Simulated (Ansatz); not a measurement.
Runs of Ansatz 0.2.0 on CoO. Symmetry: I4/mmm, No. 139, tetragonal system. Conventional cell: a = 3.016 Å, b = 3.016 Å, c = 4.215 Å, α = 90.00°, β = 90.00°, γ = 90.00°. Around Co (site symmetry 4/mmm) lie 6 O at 2.11 to 2.13 Å. O (site symmetry 4/mmm) has 6 Co at 2.11 to 2.13 Å as nearest neighbours. 

```tsv
task	level	potentials or basis	spin	U	cell	k mesh	cutoff (eV)	smearing	points for each segment of the path	hubbard projectors	double counting	mesh quality	gap on the mesh (eV)	pressure (GPa)	moment (μB)	relaxed volume (Å³/atom)
single point	PBE	Ansatz PAW	collinear, ferromagnetic start	-	as given	4 × 4 × 4	420	fermi-dirac 0.05 eV	-	-	-	coarse	none	-5.0	2.41	-
band structure	PBEsol+U	Ansatz PAW	collinear, ferromagnetic start	Co d U = 3.5 eV	as given	12 × 12 × 12	420	fermi-dirac 0.05 eV	14	ortho-atomic (the default)	fll (the default)	not flagged	1.13	(b)	3.00	-
single point	PBE+U	Ansatz PAW	collinear, program default start	Co d U = 4 eV	as given	9 × 9 × 9	420	gaussian 0.05 eV	-	ortho-atomic (the default)	fll (the default)	not flagged	(d)	11.4	3.00	-
band structure	PBE+U	Ansatz PAW	collinear, ferromagnetic start	Co d U = 7 eV	as given	12 × 12 × 12	420	fermi-dirac 0.05 eV	14	ortho-atomic (the default)	fll (the default)	not flagged	1.75	15.2	3.00	-
band structure	PBE	Ansatz PAW	collinear, ferromagnetic start	-	as given	12 × 12 × 12	420	fermi-dirac 0.05 eV	14	-	-	not flagged	none	0.0	2.92	-
relaxation of cell and atoms	LDA	Ansatz PAW	collinear, ferromagnetic start	-	relaxed	12 × 12 × 12	420	fermi-dirac 0.05 eV	-	-	-	not flagged	none	0.0	2.29	(c)
single point	LDA+U	Ansatz PAW	collinear, random start	Co d U = 7 eV	as given	9 × 9 × 9	420	gaussian 0.05 eV	-	ortho-atomic (the default)	fll (the default)	not flagged	1.81	-2.1	3.00	-
relaxation of cell and atoms	BLYP	Ansatz PAW	collinear, ferromagnetic start	-	relaxed	12 × 12 × 12	420	fermi-dirac 0.05 eV	-	-	-	not flagged	none	0.0	2.88	(a)
single point	LDA+U	Ansatz PAW	collinear, random start	Co d U = 3 eV	as given	9 × 9 × 9	420	gaussian 0.05 eV	-	ortho-atomic (the default)	fll (the default)	not flagged	0.55	-7.7	3.00	-
```

Problem. Fill in the values left out.

Solution. (a) 10.12; (b) 1.4; (c) 8.51; (d) 1.50.

Caveats: some runs use coarse meshes; a cell with one magnetic atom can't hold antiferromagnetic order, which such compounds often take; the magnetic or orbital state may not be the lowest (some runs); the PAW data sets come from PBE, with cores solved anew for the run's functional, which leaves a small shift of forces and pressure (some runs); semilocal functionals often make such compounds metallic where correlation or magnetic order opens a gap, which also shifts bond lengths (some runs); odd divisions of the mesh miss points on the zone boundary, where band edges often lie, so the gap on the mesh can be too wide (some runs); the plane-wave basis is chosen anew once the cell has moved, so the energies of steps on either side of that aren't comparable (some runs); the volume moved by -11 % from the deposited cell, more than functionals usually miss (some runs).

A k mesh can miss the band edges.

A gap of «none» marks a metal or a gap under the smearing width.

Not every run made on this cell is shown here.
